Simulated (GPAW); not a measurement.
This GPAW 26.7.0 run on Si needs a look.

run.py

```python
import numpy as np
from ase import Atoms
from ase.dft.bandgap import bandgap
from ase.io import write
from gpaw import GPAW, PW
from gpaw.xc import parametrizedxc

class ScaledMGGA(parametrizedxc.ParametrizedKernel):
    """Weighted sum of Libxc meta-GGA parts, named like '0.75_MGGA_X_..+1.0_MGGA_C_..'."""
    def __init__(self, name):
        super().__init__(name)
        self.type = 'MGGA'

    def calculate(self, e_g, n_sg, dedn_sg, sigma_xg, dedsigma_xg, tau_sg, dedtau_sg):
        e_g[:] = dedsigma_xg[:] = dedtau_sg[:] = 0.0
        for kernel, c in zip(self.kernels, self.coefs):
            e, v, s, t = [np.zeros_like(x) for x in [e_g, dedn_sg, dedsigma_xg, dedtau_sg]]
            kernel.calculate(e, n_sg, v, sigma_xg, s, tau_sg, t)
            e_g += c * e
            dedn_sg += c * v
            dedsigma_xg += c * s
            dedtau_sg += c * t

parametrizedxc.ParametrizedKernel = ScaledMGGA

atoms = Atoms(['Si', 'Si'],
              cell=[[0.0, 2.7576691254, 2.7576691254],
                    [2.7576691254, 0.0, 2.7576691254],
                    [2.7576691254, 2.7576691254, 0.0]],
              scaled_positions=[[0.5, 0.5, 0.5],
                                [0.75, 0.75, 0.75]],
              pbc=True)

calc = GPAW(mode=PW(60),
            xc={'name': '0.500_MGGA_X_R2SCAN+1.0_MGGA_C_R2SCAN', 'fraction': 0.5, 'omega': 0.0, 'backend': 'pw'},
            kpts={'size': (4, 4, 4), 'gamma': True},
            occupations={'name': 'fermi-dirac', 'width': 0.001},
            nbands=11,
            convergence={'density': 0.0001},
            maxiter=75,
            txt='gpaw.txt')
atoms.calc = calc
energy = atoms.get_potential_energy()
calc.write('gs.gpw')
write('result.traj', atoms)
print(f'Energy: {energy:.6f} eV')
print('Fermi level:', round(calc.get_fermi_level(), 4), 'eV')
print(f'Gap: {bandgap(calc)[0]:.4f} eV, direct: {bandgap(calc, direct=True)[0]:.4f} eV')
```

Potentials or basis: GPAW PAW data sets (gpaw-data 1.2.1), pw.

The run is started by

```sh
$ OMP_NUM_THREADS=1 python run.py
```

gpaw.txt:

```text
__  _  _
 | _ |_)|_||  |
 |__||  | ||/\| - 26.7.0

Input parameters:
  mode=PW(ecut=60.0),
  convergence={'density': 0.0001},
  kpts=MonkhorstPack(size=(4, 4, 4), gamma=True),
  maxiter=75,
  nbands=11,
  occupations=Occupations(name='fermi-dirac', width=0.001),
  xc=XC(name='0.500_MGGA_X_R2SCAN+1.0_MGGA_C_R2SCAN', fraction=0.5, omega=0.0, backend='pw')

Diagonalizing LCAO Hamiltonian
Converting LCAO to pw mode

           Si

       Si

Atoms  # Å, Bohr magnetons
|   | symbol |        x |        y |        z |    initial magnetic moments |
|---|--------|----------|----------|----------|-----------------------------|
| 0 |     Si | 2.757669 | 2.757669 | 2.757669 | ( 0.0000,  0.0000,  0.0000) |
| 1 |     Si | 4.136504 | 4.136504 | 4.136504 | ( 0.0000,  0.0000,  0.0000) |

Unit cell  # Å
| periodic |        x |        y |        z |  lengths |    angles |
[... 127 lines left out ...]
- Maximum [total energy] change in last 3 cyles: 0.0005 eV / valence electron
- Maximum integral of absolute [eigenst]ate change: 4e-08 eV^2 / valence electron
maximum number of iterations: 75

IBZ(<points: 8, symmetries: 24>)
Occupied bands: 4
SCF iterations
|iter     | |      energy | eigst |  dens |
|---------|-|-------------|-------|-------|
|iter:   1| | -564.677591 | -0.43 |       |
|iter:   2| |  -15.438012 | -1.20 | -0.72 |
|iter:   3| |  -15.366341 | -3.10 | -0.73 |
|iter:   4| |  -15.310576 | -3.55 | -0.94 |
|iter:   5| |  -15.059942 | -2.44 | -0.93 |
|iter:   6| |  -15.077137 | -3.84 | -2.29 |
|iter:   7| |  -15.077721 | -5.62 | -2.21 |
|iter:   8| |  -15.077670c| -6.66 | -2.96 |
|iter:   9| |  -15.077520c| -6.13 | -2.81 |
|iter:  10| |  -15.077516c| -6.63 | -3.12 |
|iter:  11| |  -15.077508c| -7.22 | -3.06 |
|iter:  12| |  -15.077511c| -7.57c| -3.56 |
|iter:  13| |  -15.077512c| -8.70c| -4.27c|

Converged in 13 steps
Energy contributions relative to reference atoms: (reference = -15772.688500)

Energy contributions:
  Kinetic:          -8.624276
  Coulomb:           9.660906
  Zero:              0.034936
  External:          0.000000
  Xc:              538.789390
  Entropy:          -0.000000
  Spinorbit:         0.000000
  Hybrid_Xc_Cc:      -520.099031
  Hybrid_Xc_Vc:        -6.368334
  Hybrid_Xc_Vv:       -28.471102
  ----------------------------
  Free energy:     -15.077512
  Extrapolated:    -15.077512

dipole moment: (3.720423, 3.720423, 3.720423)  # |e|*Ang

Fermi level: 3.660
[... 21 lines left out ...]
# Writing to gs.gpw (mode='')
```

On the terminal:

```text
Energy: -15.077512 eV
Fermi level: 3.6597 eV
[... 2 lines left out ...]
```

**Question.** What happened, and what is wrong with the input?

**Answer.** The calculation finished and met its thresholds. The input holds a flaw that was put in on purpose: plane-wave cutoff far too low (mode = PW(60)). The program doesn't stop on it, so the numbers can't be trusted though the run ends normally.
